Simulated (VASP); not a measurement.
A run of VASP 6.6.1:

Contents of INCAR:

```
ALGO = Normal
EDIFF = 1E-7
ENCUT = 350
GGA = PE
ISIF = 2
ISMEAR = 0
LASPH = True
LCHARG = False
LREAL = False
LWAVE = False
NELM = 100
PREC = Accurate
SIGMA = 0.02
```

File KPOINTS:

```
k-points
0
Gamma
  10 10 10
```

The input POSCAR:

```
GaAs                                    
1.0
    0.0000000000      2.9566892256      2.9566892256
    2.9566892256     -0.0000000000      2.9566892256
    2.9566892256      2.9566892256      0.0000000000
  Ga              As            
     1     1
Direct
     1.0000000000000000    1.0000000000000000    1.0000000000000000
     0.2500000000000000    0.2500000000000000    0.2500000000000000
```

Potentials or basis: VASP PAW PBE potentials, release 64 (Ga_d, As).

Launch:

```bash
$ cat potpaw_PBE.64/Ga_d/POTCAR potpaw_PBE.64/As/POTCAR > POTCAR
$ mpirun -np 1 vasp_std > vasp.out
```

Hardware: 1 thread of Intel(R) Xeon(R) Platinum 8259CL CPU @ 2.50GHz (Skylake/Cascade Lake) (shared host).

Task: How long does it take, and how much memory?

Result: Run time: 26 s on 1 thread of Intel(R) Xeon(R) Platinum 8259CL CPU @ 2.50GHz (Skylake/Cascade Lake), on a shared host, peak memory 0.16 GiB. Counts: scf iterations 14, k points 47.
